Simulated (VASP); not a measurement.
# BaS in VASP 6.6.1, single-point calculation

INCAR

```
NSW = 0
NELM = 120
LREAL = .FALSE.
ISIF = 2
GGA = PE
LASPH = .TRUE.
ISMEAR = -1
EDIFF = 1E-7
ENCUT = 700
PREC = Accurate
LCHARG = .FALSE.
LWAVE = .FALSE.
NBANDS = 15
IBRION = -1
SIGMA = 0.02
```

KPOINTS

```
KPOINTS created by Atomic Simulation Environment
0
Gamma
8 8 8
0 0 0
```

POSCAR

```
Ba S
 1.0000000000000000
    -0.0107059862000000    3.2010898869000002    3.2010898869000002
     3.2010898869000002   -0.0107059862000000    3.2010898869000002
     3.2010898869000002    3.2010898869000002   -0.0107059862000000
 Ba  S
   1   1
Cartesian
  0.0000000000000000  0.0000000000000000  0.0000000000000000
  3.1957368938000008  3.1957368938000008  3.1957368938000013
```

The recommended PBE PAW datasets give the neutral cell 16 valence electrons.

Command

```
mpirun -np 1 vasp_std
```

OSZICAR

```
N       E                     dE             d eps       ncg     rms          rms(c)
DAV:   1     0.978607583644E+02    0.97861E+02   -0.81612E+03  1950   0.118E+03
DAV:   2    -0.448364698163E+01   -0.10234E+03   -0.91827E+02  2702   0.184E+02
DAV:   3    -0.105463797959E+02   -0.60627E+01   -0.60122E+01  2711   0.477E+01
DAV:   4    -0.106727259371E+02   -0.12635E+00   -0.12632E+00  2521   0.684E+00
DAV:   5    -0.106756417213E+02   -0.29158E-02   -0.29157E-02  2779   0.842E-01    0.474E+00
DAV:   6    -0.101724316436E+02    0.50321E+00   -0.68687E-01  2272   0.500E+00    0.323E+00
DAV:   7    -0.101751232543E+02   -0.26916E-02   -0.18784E-01  2498   0.247E+00    0.210E+00
DAV:   8    -0.101893118392E+02   -0.14189E-01   -0.25413E-02  2188   0.121E+00    0.200E-01
DAV:   9    -0.101899512934E+02   -0.63945E-03   -0.33906E-03  2601   0.446E-01    0.157E-01
DAV:  10    -0.101908327040E+02   -0.88141E-03   -0.10299E-03  2041   0.234E-01    0.415E-02
DAV:  11    -0.101909339233E+02   -0.10122E-03   -0.14170E-04  2482   0.782E-02    0.131E-02
DAV:  12    -0.101909368768E+02   -0.29535E-05   -0.79202E-06  2231   0.178E-02    0.304E-03
DAV:  13    -0.101909367945E+02    0.82241E-07   -0.32231E-07  2596   0.393E-03
   1 F= -.10190937E+02 E0= -.10190937E+02  d E =-.346595E-12
```

Standard output (part)

```
POSCAR found type information on POSCAR BaS
 POSCAR found :  2 types and       2 ions
 LDA part: xc-table for (Slater+PW92), standard interpolation
 POSCAR, INCAR and KPOINTS ok, starting setup
 WAVECAR not read
 entering main loop
```

From OUTCAR

```
k-points           NKPTS =     65   k-points in BZ     NKDIM =     65   number of bands    NBANDS=     15

   NELECT =      16.0000    total number of electrons

   dimension x,y,z NGX =    40 NGY =   40 NGZ =   40
   dimension x,y,z NGXF=    80 NGYF=   80 NGZF=   80

  energy-cutoff  :      700.00
  volume of cell :       65.93
      direct lattice vectors                 reciprocal lattice vectors
    -0.010705986  3.201089887  3.201089887    -0.155415381  0.155936909  0.155936909
     3.201089887 -0.010705986  3.201089887     0.155936909 -0.155415381  0.155936909
     3.201089887  3.201089887 -0.010705986     0.155936909  0.155936909 -0.155415381

 k-points in reciprocal lattice and weights: KPOINTS created by Atomic Simulation Env
   0.00000000  0.00000000  0.00000000       0.002
   0.12500000 -0.00000000 -0.00000000       0.012
   0.25000000 -0.00000000 -0.00000000       0.012
   0.37500000 -0.00000000 -0.00000000       0.012
   0.50000000 -0.00000000 -0.00000000       0.006
   0.12500000  0.12500000  0.00000000       0.012
   0.25000000  0.12500000 -0.00000000       0.023
   0.37500000  0.12500000  0.00000000       0.023
   ...

 E-fermi :   1.8660

 k-point     1 :       0.0000    0.0000    0.0000
  band No.  band energies     occupation
      1     -24.7191      2.00000
      2      -9.7784      2.00000
      3      -9.7784      2.00000
      4      -9.7774      2.00000
      5      -8.9494      2.00000
      6       1.3887      2.00000
      7       1.3887      2.00000
      8       1.4003      2.00000
      9       4.9347      0.00000
     10       5.2455      0.00000
     11       5.2455      0.00000
     12       5.2875      0.00000
     13       6.1726      0.00000
     14       6.1726      0.00000
     15      10.1069      0.00000

 k-point     2 :       0.1250   -0.0000   -0.0000
  band No.  band energies     occupation
      1     -24.7131      2.00000
      2     -10.0587      2.00000
      3      -9.7836      2.00000
      4      -9.7832      2.00000
      5      -8.6552      2.00000
      6       0.9864      2.00000
      7       1.1832      2.00000
      8       1.1955      2.00000
      9       5.2442      0.00000
     10       5.4754      0.00000
     11       5.5070      0.00000
     12       5.5451      0.00000
     13       6.6173      0.00000
     14       6.6175      0.00000
     15      10.7170      0.00000

 k-point     3 :       0.2500   -0.0000   -0.0000
  band No.  band energies     occupation
      1     -24.6983      2.00000
      2     -10.4687      2.00000
      3      -9.7968      2.00000
      4      -9.7962      2.00000
      5      -8.2102      2.00000
      6       0.2579      2.00000
      7       0.7754      2.00000
      8       0.7912      2.00000
      9       5.4840      0.00000
     10       6.1156      0.00000
     11       6.1526      0.00000
     12       6.7049      0.00000
     13       7.7334      0.00000
     14       7.7349      0.00000
     15      11.9109      0.00000

 ...

  Total        0.3677586      0.3677586      0.3677586      0.0259697      0.0259697      0.0259697
  in kB        8.9366875      8.9366875      8.9366875      0.6310755      0.6310755      0.6310755
  external PRESSURE =       8.9366875 kB  Pullay stress =       0.0000000 kB

 POSITION                                       TOTAL-FORCE (eV/Angst)
 -----------------------------------------------------------------------------------
      0.00000      0.00000      0.00000        -0.000000     -0.000000      0.000000
      3.19574      3.19574      3.19574         0.000000      0.000000     -0.000000
 -----------------------------------------------------------------------------------
    total drift:                                0.000000     -0.000000     -0.000000

  FREE ENERGIE OF THE ION-ELECTRON SYSTEM (eV)
  ---------------------------------------------------
  free  energy   TOTEN  =       -10.1909367945 eV

  energy  without entropy=      -10.1909367945  energy(sigma->0) =      -10.19093679
```

It converged. Results: gap between bands v and c on the k mesh 2.12 eV; least direct gap on the k mesh 2.26 eV; pressure 0.9 GPa. Band v is the last that the valence electrons fill when counted band by band, and c is the next.

For comparison, a separate PBE run of the intended cell, on usual settings and not on those above, gives a gap of 2.12 eV on its mesh and a pressure of 0.9 GPa.

The run above took about 1.9 min on one core of a shared host (Intel Xeon Platinum 8488C) and held 0.28 GiB at most.
